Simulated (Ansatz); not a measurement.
A relaxed cell of BeTe is given with its symmetry left out. The cell was found from a structure generator's guess, not taken from experiment.

All numbers below come from Ansatz, DFT PBE, scalar-relativistic, plane waves, PAW. Cutoff 420 eV, Γ-centred mesh, Gaussian smearing, no spin polarisation.

```xyz
12
Lattice="-4.0645 4.0645 4.0645 4.0645 -4.0645 4.0645 4.0645 4.0645 -4.0645" Properties=species:S:1:pos:R:3 pbc="T T T"
Be    6.0968    1.0161    0.0000
Be    0.0000    2.0323    3.0484
Be    1.0161    0.0000    6.0968
Be    0.0000    6.0968    1.0161
Be    2.0323    3.0484    0.0000
Be    3.0484    0.0000    2.0323
Te    1.0161    4.0645    2.0323
Te    4.0645   -2.0323    3.0484
Te    3.0484    4.0645   -2.0323
Te    4.0645    2.0323    1.0161
Te   -2.0323    3.0484    4.0645
Te    2.0323    1.0161    4.0645
```

Energies over the elements count from the elements' standard structures at the same level, with no fitted energy shifts.

(1) Find its symmetry and describe it.

(2) How far does it lie from the elements in energy?

(3) Is it a metal?

(4) From what recipe could a structure generator have reached it?

Answers

(1) I-43d (No. 220). Conventional cell: a = 8.129 Å. Be is surrounded by 4 Te at 2.49 Å; around Te lie 4 Be at 2.49 Å.

(2) −0.137 eV/atom. It lies below the elements, which doesn't yet make it stable against other compounds or structures.

(3) No, the gap on the 6×6×6 mesh is 1.70 eV.

(4) One such recipe: 4-connected net, two elements alternating (I-43d, No. 220). Other recipes can lead to the same cell.

The last run used a 6×6×6 mesh for its 12-atom cell and Gaussian smearing of 0.02 eV. These runs have no spin–orbit coupling, which can matter for Te. Kohn–Sham gaps at this level usually fall short of measured ones. The missing spin–orbit coupling can work the other way here. The reference form of Te is held partly by dispersion forces, which this level lacks. Symmetry constrained the relaxation, so the result can be a saddle point.
